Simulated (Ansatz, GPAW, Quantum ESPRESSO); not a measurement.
**WC: 4 runs at one level of theory**

```xyz
2
Lattice="0.0000 2.1927 2.1927 2.1927 0.0000 2.1927 2.1927 2.1927 0.0000" Properties=species:S:1:pos:R:3 pbc="T T T"
W     0.0000    0.0000    0.0000
C     2.1927    2.1927    2.1927
```

The cell is a database's computed one, not the measured one.

Alike in all runs: task band structure; functional LDA; k mesh 10 × 10 × 10; occupations fermi-dirac, width 0.05 eV; no spin polarisation; no spin-orbit coupling. LDA stands for any of its common fits. Pressure is positive in compression and, in plane waves, holds the error of the finite cutoff, which Ansatz's Pulay term estimates and takes out.

| program and potentials | plane-wave cutoff (eV) | notes | pressure (GPa) |
| --- | --- | --- | --- |
| Ansatz, Ansatz PAW | 420 | potentials made for PBE, which Ansatz adapts in part | ? |
| Quantum ESPRESSO, GBRV 1.5 LDA | 762 | - | -15.11 |
| GPAW, the program's PAW data sets (release 1.2.1) made for this functional | 800 | - | -17.87 |
| Ansatz, all-electron LAPW, scalar-relativistic | - | - | -16.10 |

**Question.** Estimate from the other rows what the run with Ansatz, Ansatz PAW gave.

**Answer.** Pressure -16.11 GPa. Its pressure holds a Pulay term of +0.37 GPa. The other rows, which needn't bracket it: pressure -17.87 to -15.11.
